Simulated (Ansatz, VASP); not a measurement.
GaP in VASP and in Ansatz

Contents of POSCAR:

```
GaP
1.0
    0.0000000000      2.7258124900      2.7258124900
    2.7258124900      0.0000000000      2.7258124900
    2.7258124900      2.7258124900      0.0000000000
Ga P
1 1
Direct
    0.0000000000      0.0000000000      0.0000000000
    0.7500000000      0.7500000000      0.7500000000
```

The input INCAR.step1:

```
SYSTEM = GaP
  PREC = Accurate
  ENCUT = 600
  ISMEAR = 0
  SIGMA = 0.02
  LREAL = .FALSE.
  LASPH = .TRUE.
  NELM = 80
  GGA = PE
  ALGO = Normal
  EDIFF = 1E-4
  LWAVE = .TRUE.
  LCHARG = .FALSE.
```

File INCAR.step2:

```
SYSTEM = GaP
  PREC = Accurate
  ENCUT = 600
  EDIFF = 1E-7
  ISMEAR = 0
  SIGMA = 0.02
  LREAL = .FALSE.
  LASPH = .TRUE.
  NELM = 80
  ALGO = Normal
  ISIF = 3
  LWAVE = .FALSE.
  LCHARG = .FALSE.
  METAGGA = R2SCAN
  LMIXTAU = .TRUE.
  IBRION = 2
  NSW = 100
  EDIFFG = -0.005
  ISTART = 1
```

Contents of KPOINTS:

```
Automatic mesh
0
G
  8 8 8
  0 0 0
```

Input for Ansatz:

```yaml
crystal:
  lattice:
    - [0.0, 2.72581249, 2.72581249]
    - [2.72581249, 0.0, 2.72581249]
    - [2.72581249, 2.72581249, 0.0]
  atoms:
    - { symbol: Ga, position: [0.0, 0.0, 0.0] }
    - { symbol: P, position: [0.75, 0.75, 0.75] }
basis:
  ecutwfc: 500
kpoints:
  mp_grid: { grid: [8, 8, 8] }
hamiltonian:
  xc: r2scan
scf:
  occupations: { method: gaussian, width: 0.02 }
output:
  forces: true
  stress: true
  eigenvalues: true
  write_density: true
  write_potential: true
  elf: true
  volumetric_format: npy
relax:
  adjacent_minimum: "off"
  f_tol: 0.005
  max_steps: 80
  cell: { stress_tol: 0.05 }
```

The cell is a database's computed one.

Alike in both runs: task relaxation of cell and atoms; functional r2SCAN; k mesh 8 × 8 × 8; occupations gaussian, width 0.02 eV; no spin polarisation.

```csv
,VASP,Ansatz
version,VASP 6.6.1,Ansatz 0.2.0
potentials or method,"VASP PAW PBE potentials, release 64 (Ga_d, P)","scalar-relativistic, plane waves, PAW"
plane-wave cutoff (eV),600,500
valence electrons in the cell,18,18
```

Ansatz gave:

* gap on the k mesh at the Fermi level, each at its own relaxed structure (eV): 1.90
* relaxed volume (Å³/atom): 20.25
* relaxed cell length with the largest relative difference (Å): 3.855

Question: Estimate VASP's values.

Answer: gap on the k mesh at the Fermi level, each at its own relaxed structure (eV): 1.90; relaxed volume (Å³/atom): 20.23; relaxed cell length with the largest relative difference (Å): 3.853.

Caveats: the PAW data sets were made with another functional, which shifts forces and pressure a little (VASP). r2SCAN opens gaps a little over a GGA but as a rule still falls short of measured ones. A k mesh can miss the band edges.
